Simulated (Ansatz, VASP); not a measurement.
**One calculation of ZnS, two programs**

```
Zn S
1.0
     3.78763    0.00000    0.00000
     0.00000    5.35652    0.00000
     0.00000    0.00000   22.68145
Zn S
4 4
Direct
  0.50000 0.50000 0.37476
  0.00000 0.00000 0.45825
  0.50000 0.50121 0.54500
  0.00000 0.93138 0.60645
  0.00000 0.25000 0.37476
  0.50000 0.75000 0.45825
  0.00000 0.25257 0.54201
  0.50000 0.73236 0.63069
```

Alike in both runs: functional PBEsol; k mesh 7 × 5 × 1; occupations gaussian, width 0.05 eV; no spin polarisation.

Ansatz relaxed the structure, and its values are those at the end. VASP's run is a single point on that final structure, the one shown.

```csv
,VASP,Ansatz
version,VASP 6.6.1,Ansatz 0.2.0
potentials or method,"VASP PAW PBE potentials, release 64 (Zn, S)","scalar-relativistic, plane waves, PAW"
plane-wave cutoff (eV),520,420
valence electrons in the cell,72,72
```

```tsv
	VASP	Ansatz	Ansatz less VASP
gap on the k mesh at the Fermi level (eV)	1.83	1.84	+0.004
least direct gap on the mesh (eV)	1.83	1.84	+0.004
rms of the force components (eV/Å)	0.421	0.419	-0.0020
```

Caveats: the PAW data sets were made with another functional, which shifts forces and pressure a little (VASP).
